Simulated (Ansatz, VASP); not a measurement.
Given: the input of a run of Ansatz 0.2.0 on SnTe.

input.yaml

```yaml
crystal:
  lattice:
    - [0.0, 3.1717171644, 3.1717171644]
    - [3.1717171644, 0.0, 3.1717171644]
    - [3.1717171644, 3.1717171644, 0.0]
  atoms:
    - { symbol: Te, position: [0.5, 0.5, 0.5] }
    - { symbol: Sn, position: [0.0, 0.0, 0.0] }
hamiltonian:
  xc: pbe
  pseudopotentials: { kind: paw }
kpoints:
  mp_grid: { grid: [7, 7, 7] }
scf:
  occupations: { method: fermi_dirac, width: 0.05 }
output:
  forces: true
  stress: true
  eigenvalues: true
```

Potentials or basis: Ansatz PAW.

Run with:

```console
$ ansatz run input.yaml --threads 1 --pin off --max-ram 3584MiB --backend cpu --events-out ev --progress --plain --runs-dir out
```

**Question.** Set up the same calculation for VASP 6.6.1. Potentials there: VASP PAW PBE potentials, release 64 (Te, Sn_d).

**Answer.** As run (the cutoff follows the program's own potentials):

File INCAR:

```
SYSTEM = SnTe
ALGO     = Normal         ! electronic algorithm
EDIFF    = 1E-7           ! SCF threshold, eV
ENCUT    = 520            ! plane-wave cutoff, eV
GGA      = PE             ! functional
ISIF     = 2              ! what is computed and relaxed
ISMEAR   = -1             ! smearing method
LASPH    = .True.         ! aspherical terms in the spheres
LCHARG   = .False.        ! write CHGCAR
LREAL    = .False.        ! projectors in reciprocal space
LWAVE    = .False.        ! write WAVECAR
NBANDS   = 17             ! bands
NELM     = 80             ! most SCF steps
PREC     = Accurate       ! precision mode
SIGMA    = 0.05           ! smearing width, eV
```

The input KPOINTS:

```
k-points
0
Gamma
  7 7 7
  0 0 0
```

File POSCAR:

```
SnTe
1.0
    0.0000000000      3.1717171644      3.1717171644
    3.1717171644      0.0000000000      3.1717171644
    3.1717171644      3.1717171644      0.0000000000
Te Sn
1 1
Direct
    0.5000000000      0.5000000000      0.5000000000
    0.0000000000      0.0000000000      0.0000000000
```

Potentials or basis: VASP PAW PBE potentials, release 64 (Te, Sn_d).

Launch:

```console
$ cat potpaw_PBE.64/Te/POTCAR potpaw_PBE.64/Sn_d/POTCAR > POTCAR
$ mpirun -np 1 vasp_std > vasp.out
```

Both were run:

|  | VASP | Ansatz | Ansatz less VASP |
| --- | --- | --- | --- |
| gap on the k mesh at the Fermi level (eV) | 0.66 | 0.66 | +0.001 |
| least direct gap on the mesh (eV) | 0.66 | 0.66 | +0.001 |
| pressure (GPa) | 1.3 | 1.3 | +0.02 |

The two sets of potentials don't hold the same shells in valence.

Spin-orbit coupling is left out, which matters for the levels of Te.
